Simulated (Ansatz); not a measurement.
## Ca, one cell by several methods

```yaml
crystal:
  lattice:
    - [0.00000, 2.79420, 2.79420]
    - [2.79420, 0.00000, 2.79420]
    - [2.79420, 2.79420, 0.00000]
  atoms:
    - { symbol: Ca, position: [0.00000, 0.00000, 0.00000] }
```

The structure is an experimental refinement, used without relaxation.

All numbers are computed: DFT, PBE, PAW with Ansatz's default frozen-core files, scalar-relativistic (Ansatz 0.2.0); DFT, PBE, all-electron PAW with datasets made for the crystal, scalar-relativistic (Ansatz 0.2.0); DFT, PBE, all-electron LAPW, scalar-relativistic (Ansatz 0.2.0).

For PAW: a Γ-centred 11×11×11 k mesh, Fermi–Dirac smearing of 0.05 eV, cutoff 420 eV, no spin polarisation. The crystal-made all-electron datasets (AE datasets) take a cutoff of 200 eV at this cell. LAPW targets a basis error of 1 meV/atom. The Ansatz runs share mesh, smearing and spin set-up. Plane-wave (PAW) pressures include the program's estimate of the Pulay term.

Stress and pressure are positive in compression.

Levels count from the Fermi level.

```csv
quantity,PAW,AE datasets,LAPW
pressure (GPa),-0.56,-0.56,-0.56
highest filled level at Γ (eV),-3.960,-3.960,-3.960
lowest empty level at Γ (eV),2.292,2.293,2.293
highest filled level at W (eV),-23.069,-23.068,-23.068
lowest empty level at W (eV),0.221,0.221,0.221
highest filled level at K (eV),-23.059,-23.058,-23.058
lowest empty level at K (eV),0.048,0.048,0.048
```
